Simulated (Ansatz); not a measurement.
SiO₂ under pressure

All numbers below come from DFT PBE, scalar-relativistic, plane waves, PAW (Ansatz). Settings: 420 eV cutoff, 6×6×6 k-mesh, Gaussian smearing of 0.02 eV, no spin polarisation.

Starting point, cell and atoms relaxed:

```xyz
12
Lattice="-4.5053 4.5053 2.6365 4.5053 -4.5053 2.6365 4.5053 4.5053 -2.6365" Properties=species:S:1:pos:R:3 pbc="T T T"
Si    1.5942    1.5942    0.0000
Si   -2.9110    2.9110    2.6365
Si    2.9110   -2.9110    2.6365
Si    2.9110    2.9110    2.6365
O     2.2526    2.2526    1.3183
O     2.2526   -2.2526    1.3183
O    -2.2526    2.2526    1.3183
O     2.2526    2.2526   -1.3183
O     1.8873    0.0000    0.0000
O     0.0000    7.1232    0.0000
O     0.0000    1.8873    0.0000
O     7.1232    0.0000    0.0000
```

Cell and atoms are relaxed at each pressure within the symmetry of the start, at zero temperature, so transitions that lower the symmetry aren't seen. The k-mesh given is that at zero pressure and may differ at others. a, b and c are the lengths of the cell vectors above. Gaps are Kohn–Sham gaps over the whole zone.

```tsv
P (GPa)	V (Å³/atom)	V/V0	a (Å)	b (Å)	c (Å)
-1	17.98	1.008	6.916	6.916	6.916
0	17.84	1.000	6.895	6.895	6.895
1	17.70	0.992	6.875	6.875	6.875
4	17.30	0.970	6.816	6.816	6.816
12	16.40	0.919	6.672	6.672	6.672
25	15.08	0.845	6.418	6.418	6.418
```

Question: What bulk modulus and pressure derivative fit these points?

Answer: A third-order Birch–Murnaghan fit gives B0 = 132 GPa and B0' = 1.8.

Question: What does pressure do to the gap?

Answer: The gaps are 5.33 eV at -1 GPa, 5.36 eV at 0 GPa, 5.38 eV at 1 GPa, 5.43 eV at 4 GPa, 5.44 eV at 12 GPa, 5.15 eV at 25 GPa.

This form isn't the usual stable structure of the compound.